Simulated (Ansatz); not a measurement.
Wanted: the native input for an Ansatz 0.2.0 run.

```
Task                : phonons
Functional          : PBEsol
Potentials or basis : Ansatz PAW
Cutoff              : 420 eV (not typed: the program's choice for these potentials)
k mesh              : 6 × 6 × 4
Occupations         : fermi-dirac, width 0.05 eV
Spin                : no spin polarisation
```

The system is Sb.

```
Sb
1.0
     4.52770    0.00000    0.00000
     0.00000    4.42110    0.00000
    -1.32052    0.00000    6.36435
Sb
4
Cartesian
  0.6363 1.1053 4.3511
  3.2336 3.3158 4.8545
  -0.0264 1.1053 1.5099
  2.5709 3.3158 2.0132
```

This isn't the form of Sb at room conditions, which is rhombohedral.

The input as run:

input.yaml

```yaml
crystal:
  lattice:
    - [4.5277, 0.0, 0.0]
    - [0.0, 4.4211, 0.0]
    - [-1.320519, 0.0, 6.364348]
  atoms:
    - { symbol: Sb, position: [0.33993, 0.25, 0.68367] }
    - { symbol: Sb, position: [0.936638, 0.75, 0.762758] }
    - { symbol: Sb, position: [0.063362, 0.25, 0.237242] }
    - { symbol: Sb, position: [0.66007, 0.75, 0.31633] }
hamiltonian:
  xc: pbesol
  pseudopotentials: { kind: paw }
kpoints:
  mp_grid: { grid: [6, 6, 4] }
scf:
  occupations: { method: fermi_dirac, width: 0.05 }
phonons:
  method: dfpt
```

Potentials or basis: Ansatz PAW.

Command:

```console
$ ansatz run input.yaml --threads 2 --pin off --max-ram 5632MiB --backend cpu --events-out ev --progress --plain --runs-dir out
```

It gave:

The band gap on the k mesh is none (metal or under the smearing width) and the highest phonon frequency at Γ is 133 cm⁻¹.

Run time: 110 s on 2 threads of Arm Neoverse V1, on a shared host, peak memory 1.1 GiB.
